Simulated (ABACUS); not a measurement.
## SnO2 (Cassiterite) under changes of volume

One of the cells (11.922 Å³/atom); the others are scaled copies at fixed shape and fractional positions:

```xyz
6
Lattice="4.7380 0.0000 0.0000 0.0000 4.7380 0.0000 0.0000 0.0000 3.1865" Properties=species:S:1:pos:R:3 pbc="T T T"
Sn    2.3690    2.3690    1.5933
Sn    0.0000    0.0000    0.0000
O     3.8240    0.9140    1.5933
O     3.2830    3.2830    0.0000
O     0.9140    3.8240    1.5933
O     1.4550    1.4550    0.0000
```

| Property | Result |
| --- | --- |
| Program | ABACUS 3.10.1 |
| Functional | PBE |
| Potentials or basis | PseudoDojo NC SR 0.4.1 PBE standard |
| Cutoff | 1143 eV |
| Density cutoff | 4572 eV |
| Basis | plane waves |
| k mesh | 6 × 6 × 8 |
| Occupations | fermi-dirac, width 0.05 eV |
| Spin | no spin polarisation |

```csv
volume (Å³/atom),energy over the lowest point (meV/atom),pressure (GPa),gap on the mesh (eV),largest force (eV/Å)
11.207,117.87,29.3,2.02,0.568
11.445,78.95,23.0,1.76,0.466
11.684,48.88,17.4,1.51,0.371
11.922,26.73,12.4,1.27,0.283
12.161,?,?,?,?
12.399,3.00,3.8,0.82,0.125
12.637,0.00,0.2,0.61,0.054
```

Q: What does the run at 12.161 Å³/atom give?

A: Energy over the lowest point 11.69 meV/atom; pressure 7.8 GPa; gap on the mesh 1.04 eV; largest force 0.201 eV/Å.

Worked out: A Birch-Murnaghan fit of order 3 (a polynomial in V^(-2/3)) to the other rows has its minimum at 12.65 Å³/atom, just outside them, with B0 = V·E''(V) = 180 GPa and B' = 4.8 at fixed shape and positions, which overstates the stiffness. It gives 11.67 meV/atom at 12.161 Å³/atom, against the run's 11.69, and -dE/dV = 7.9 GPa, against 7.8. A straight line through the other rows of the gap, of slope -11.7 eV per unit of ln V (its deformation potential), gives 1.05 eV, against the run's 1.04.

Energies are extrapolated to zero smearing.

Caveats: spin-orbit coupling is left out, which moves the levels of the heavy elements.
